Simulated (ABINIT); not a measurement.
Write the native input for ABINIT 10.8.3 (patched build) that does the following.

```yaml
Task: single point
Functional: PBE
Potentials_or_basis: JTH PAW PBE v2.0
Cutoff: 707 eV
k_mesh: 9 × 9 × 9
Occupations: fermi-dirac, width 0.05 eV
Spin: no spin polarisation
Fine-grid_cutoff: 1306.15 eV
```

HfN:

```
Hf N
1.0
     0.00000    2.45482    2.45482
     2.45482    0.00000    2.45482
     2.45482    2.45482    0.00000
Hf N
1 1
Direct
  0.00000 0.00000 0.00000
  0.25000 0.25000 0.25000
```

The cell comes from a database or a generator and needn't be the stable form of this composition.

These files were run (other wordings do the same):

run.abi

```
# Pseudopotentials
pp_dirpath "./"
pseudos "Hf.GGA_PBE-JTH.xml, N.GGA_PBE-JTH.xml"

# Structure
acell 3*1.0 Angstrom
rprim
     0.0000000000     2.4548220000     2.4548220000
     2.4548220000     0.0000000000     2.4548220000
     2.4548220000     2.4548220000     0.0000000000
ntypat 2
znucl 72 7
natom 2
typat 1 2
xred
     0.0000000000     0.0000000000     0.0000000000
     0.2500000000     0.2500000000     0.2500000000

# Plane-wave basis
ecut 26.0
pawecutdg 48.0
pawxcdev 0

# k points
kptopt 1
ngkpt 9 9 9
nshiftk 1
shiftk 0.0 0.0 0.0

# Exchange and correlation
ixc 11

# Bands and occupations
nband 13
occopt 3
tsmear 0.00183747

# SCF cycle
nstep 100
tolvrs 1.0e-9

# Output
iomode 3
prtwf 0
prtden 0
prteig 0
prtebands 0
enunit 1
```

Potentials or basis: JTH PAW PBE v2.0.

Command:

```sh
$ abinit run.abi > log 2>&1
```

It gave:

```yaml
Pressure: 0.2 GPa
Band_gap_on_the_k_mesh: none (metal or under the smearing width)
Valence_electrons_inside_the_program's_atomic_spheres: Hf 9.61; N 2.58
```

Wall time 12 s on 1 thread of AMD EPYC 9R45 96-Core Processor (Zen 5), with other jobs on the host, peak memory 0.14 GiB.
